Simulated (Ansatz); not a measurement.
# HfC (100): surface energy and levels

This session takes HfC and sets out to cut the (100) surface, relax it and get its surface energy and levels.

Program: Ansatz 0.2.0. Level of theory: DFT PBE, scalar-relativistic, plane waves, PAW. These are calculated values, not measurements.

2 further runs of the same task are left out: 2 set aside as unsound or not needed.

**1. The starting structure**

It takes space group Fm-3m (No. 225, cubic). Conventional cell: a = 4.651 Å, b = 4.651 Å, c = 4.651 Å, α = 90.00°, β = 90.00°, γ = 90.00°. Around Hf (site symmetry m-3m) lie 6 C at 2.33 Å. C (site symmetry m-3m) has 6 Hf at 2.33 Å as nearest neighbours.

Coordinates:

```xyz
2
Lattice="0.0000 2.3257 2.3257 2.3257 0.0000 2.3257 2.3257 2.3257 0.0000" Properties=species:S:1:pos:R:3 pbc="T T T"
Hf    2.3257    2.3257    2.3257
C     0.0000    0.0000    0.0000
```

It is the result of an earlier relaxation at this level (volume 12.58 Å³/atom; gap on the mesh: none (metal)).

**2. The bulk in the cell of the plane**

Input file input.yaml:

```yaml
crystal:
  lattice:
    - [3.2891025716, 0.0, 0.0]
    - [0.0, 3.2891025716, 0.0]
    - [1.6445512858, 1.6445512858, 2.3257467324]
  atoms:
    - { symbol: Hf, position: [0.5, 0.5, 0.0] }
    - { symbol: C, position: [0.0, 0.0, 0.0] }
basis:
  ecutwfc: 420
kpoints:
  mp_grid: { grid: [11, 11, 15] }
hamiltonian:
  xc: pbe
scf:
  occupations: { method: gaussian, width: 0.1 }
output:
  forces: true
  stress: true
  eigenvalues: true
```

Run with:

```
$ ansatz run input.yaml --threads 2 --pin off --max-ram 5632MiB --backend cpu --events-out ev --progress --plain --runs-dir out
```

The program printed, cut to the lines that bear on the results:

```text
Warning: crystal.symmetry: narrowed to the stabiliser of the k-point mesh — unitary ops 48 → 4; excluded 44 operations that carry a point of the 11×11×15 mesh (shift [0, 0, 0]) off the mesh (the run samples exactly the mesh kpoints.mp_grid names, as under crystal.symmetry.detect: false, [...]
Warning: RAYON_NUM_THREADS=2 ignored (pool sized by the plan → 2); use --threads N
[...]
Pseudopotentials: kind: paw
Pseudopotential: Hf, paw, valence charge 26, recommended cutoff 420 eV (normal), Hf.paw.azcp
Pseudopotential: C, paw, valence charge 4, recommended cutoff 420 eV (normal), C.paw.azcp
Functional definition: PBE
[...]
Crystal: 2 atoms, lattice volume = 25.160 Å³
Basis set: ecut = 420 eV, 531 PW (Γ), exchange–correlation on 48×48×48 points (8 copies of the dense FFT grid, shifted against one another)
Bands: 19, of which v1, the nominal top of the filled ones, is band 15 counted from 1 (14 counted from 0)
Symmetry: 4 space group operations
k-points: 498 of 1815
[...]
SCF iter   1: F=—  HF=-15974.142450 eV  |F-HF|=—  |Δ(HF+E_count)|=         —  Δρ=1.68e-3  dr2=7.45e-4  ethr=1.77e-3  ⟨swp⟩=4.8  Hψ=38644  notcnv=0
[...]
SCF iter   7: F=-15974.142251 eV  HF=-15974.142251 eV  |F-HF|=1.52e-8  |Δ(HF+E_count)|=   1.04e-8  Δρ=3.54e-6  dr2=2.30e-9  ethr=3.58e-11  ⟨swp⟩=4.6  Hψ=33507  notcnv=0
[...]
SCF converged after 7 iterations
Free energy (F): -15974.142251 eV
[...]
E sigma→0 (E₀):  -15974.141517 eV
Entropy (-TS):   -0.001468 eV (-0.734 meV/atom)
Fermi energy:    20.144967 eV
[...]
--- Forces (eV/Å), atoms counted from 1 ---
  atom   1  Hf     0.00000000     0.00000000     0.00000000
  atom   2  C      0.00000000     0.00000000     0.00000000
[...]
--- Stress (GPa, compression-positive) ---
        0.028154      -0.036920       0.021681
       -0.036920       0.028154       0.021681
        0.021681       0.021681      -0.071065
  P = ⅓ Tr σ = -0.0049 GPa (-0.049 kbar)
--- Band table (eV; the first three rows and the last of 498) ---
  k-point 0: bands = ["-41.0253", "-9.4806", "-9.4801", "-9.4798", "7.7817", "9.0117", "9.0202", "9.0203", "9.0204", "9.1007", "9.1008", "9.1009", "21.1484", "21.1489", "21.1494", "21.4688", "21.4692", "21.4696", "23.4663"]
[...]
```

It took 7.3 s on 2 threads of Arm Neoverse V1, shared host; peak memory 0.48 GiB.

Bulk reference and slab share their plane, in-plane mesh and smearing. Its energy with the smearing taken to zero: -7987.0708 eV/atom.

**3. The (100) slab**

Planes are indexed in the bulk's conventional cell (Fm-3m (No. 225)), a = 4.651 Å, b = 4.651 Å, c = 4.651 Å, α = 90.00°, β = 90.00°, γ = 90.00°.

The slab is a (100) slab, 9.3 Å thick as cut, with 15 Å of vacuum; its outer planes are HfC (top) and HfC (bottom).

The slab as cut. Its planes from the bottom up:

| plane | atoms per cell | height over the lowest (Å) |
| --- | --- | --- |
| 1 | HfC | 0.00 |
| 2 | HfC | 2.33 |
| 3 | HfC | 4.65 |
| 4 | HfC | 6.98 |
| 5 | HfC | 9.30 |

**4. Single point on the unrelaxed (100) slab**

The cell repeats along c, and a dipole correction in the vacuum removes the field between the copies.

Input file input.yaml:

```yaml
crystal:
  lattice:
    - [3.2891025716, 0.0, 0.0]
    - [0.0, 3.2891025716, 0.0]
    - [0.0, 0.0, 24.3029869297]
  atoms:
    - { symbol: Hf, position: [0.0, 0.0, 0.308604042] }
    - { symbol: C, position: [0.5, 0.5, 0.308604042] }
    - { symbol: Hf, position: [0.5, 0.5, 0.404302021] }
    - { symbol: C, position: [0.0, 0.0, 0.404302021] }
    - { symbol: Hf, position: [0.0, 0.0, 0.5] }
    - { symbol: C, position: [0.5, 0.5, 0.5] }
    - { symbol: Hf, position: [0.5, 0.5, 0.595697979] }
    - { symbol: C, position: [0.0, 0.0, 0.595697979] }
    - { symbol: Hf, position: [0.0, 0.0, 0.691395958] }
    - { symbol: C, position: [0.5, 0.5, 0.691395958] }
basis:
  ecutwfc: 420
kpoints:
  mp_grid: { grid: [11, 11, 1] }
hamiltonian:
  xc: pbe
scf:
  occupations: { method: gaussian, width: 0.1 }
output:
  forces: true
  eigenvalues: true
  write_density: true
  write_potential: true
  elf: true
  volumetric_format: npy
efield:
  axis: 3
  dipole_correction: true
  ramp_width: 0.04
```

Run with:

```
$ ansatz run input.yaml --threads 2 --pin off --max-ram 5632MiB --backend cpu --events-out ev --progress --plain --runs-dir out
```

The program printed, cut to the lines that bear on the results:

```text
Warning: RAYON_NUM_THREADS=2 ignored (pool sized by the plan → 2); use --threads N
[...]
[... 4 set-up lines as earlier in the session ...]
[...]
Crystal: 10 atoms, lattice volume = 262.914 Å³
Basis set: ecut = 420 eV, 5193 PW (Γ), exchange–correlation on 48×48×360 points (8 copies of the dense FFT grid, shifted against one another)
Bands: 90, of which v1, the nominal top of the filled ones, is band 75 counted from 1 (74 counted from 0)
Symmetry: 8 space group operations
k-points: 21 of 121
[...]
SCF iter   1: F=—  HF=-79868.264661 eV  |F-HF|=—  |Δ(HF+E_count)|=         —  Δρ=2.36e-3  dr2=2.11e-2  ethr=1.77e-3  p=0.000 e·Å  D=1.47e-14 V/Å  ΔV_dip=-0.00 eV  dr2_dipole=1.30e-7  V_vac-E_F(+/−)=3.76/3.76 eV  ⟨swp⟩=5.6  Hψ=6317  notcnv=0  defer=38
[...]
WARN: The output density's exchange-correlation potential varies sharply where the density is thin. Do not read a vacuum level from v_tot or v_xc, or from such a field of the output density. On a cell that repeats whose density bears no net charge and no dipole along the vacuum's axis use [...]
SCF converged after 7 iterations
Free energy (F): -79868.257750 eV
[...]
E sigma→0 (E₀):  -79868.253270 eV
Entropy (-TS):   -0.008960 eV (-0.896 meV/atom)
Fermi energy:    7.679529 eV
Dipole field:    D = 0.000008 V/Å  (p = 0.000011 e·Å, saw-weighted, corrected)
Work function:   Φ+ = 3.7593 eV   Φ− = 3.7594 eV
Levels:          The Fermi level and band energies are counted from a zero that moves with the ramp; work functions are not
[...]
--- Forces (eV/Å), atoms counted from 1 ---
  atom   1  Hf     0.00000000    -0.00000000     1.29302916
  atom   2  C     -0.00000000     0.00000000    -0.63740226
  atom   3  Hf     0.00000000     0.00000000     0.18102103
  atom   4  C     -0.00000000     0.00000000    -0.72842258
  atom   5  Hf    -0.00000000     0.00000000    -0.00000003
  atom   6  C     -0.00000000    -0.00000000    -0.00000167
  atom   7  Hf    -0.00000000    -0.00000000    -0.18101878
  atom   8  C      0.00000000     0.00000000     0.72841861
[...]
--- Band table (eV; the first three rows and the last of 21) ---
[...]
```

Wall time 41 s (2 threads of Arm Neoverse V1, shared host); peak memory 0.74 GiB.

Read from this run: work function 3.76 eV.

Density in a lattice plane of the grid's cell (edges 3.29 and 24.30 Å, at 0.000 of the third edge), which holds Hf and C.

Ten even steps from ' ' (0.00 e/Å³) to '@' (35.47 e/Å³):
```
            
            
            
            
            
%%::      ::
            
            
            
@@::      ::
            
            
            
%%::      ::
            
            
            
            
            
            
```
Columns run along the first of these edges and rows up along the second, over one cell in 6 and 20 even steps from the bottom left corner. Atoms in the plane (fractional): Hf at (0.00, 0.31), C at (0.00, 0.40), Hf at (0.00, 0.50), C at (0.00, 0.60), Hf at (0.00, 0.69).

ELF in the same plane.

Values, 12 rows by 6 columns:
```
0.00 0.00 0.00 0.00 0.00 0.00
0.00 0.00 0.00 0.01 0.00 0.00
0.05 0.04 0.11 0.23 0.11 0.04
0.77 0.51 0.09 0.21 0.09 0.51
0.32 0.77 0.60 0.22 0.60 0.77
0.74 0.82 0.15 0.19 0.15 0.82
0.32 0.77 0.60 0.22 0.60 0.77
0.77 0.51 0.09 0.21 0.09 0.51
0.05 0.04 0.11 0.23 0.11 0.04
0.00 0.00 0.00 0.01 0.00 0.00
0.00 0.00 0.00 0.00 0.00 0.00
0.00 0.00 0.00 0.00 0.00 0.00
```
Columns run along the first of these edges and rows up along the second, over one cell in 6 and 12 even steps from the bottom left corner. Atoms in the plane (fractional): Hf at (0.00, 0.31), C at (0.00, 0.40), Hf at (0.00, 0.50), C at (0.00, 0.60), Hf at (0.00, 0.69).

Both are smooth fields of the valence electrons: close to the nuclei they are not physical.

Outside the cores ELF peaks at 0.82 beside C, off the lines to its neighbours, 0.8 Å from C; 0.81 on the C–Hf line, 0.8 Å from C; 0.80 in the shell around C, 0.8 Å from C.

[end of part 1 of 2]
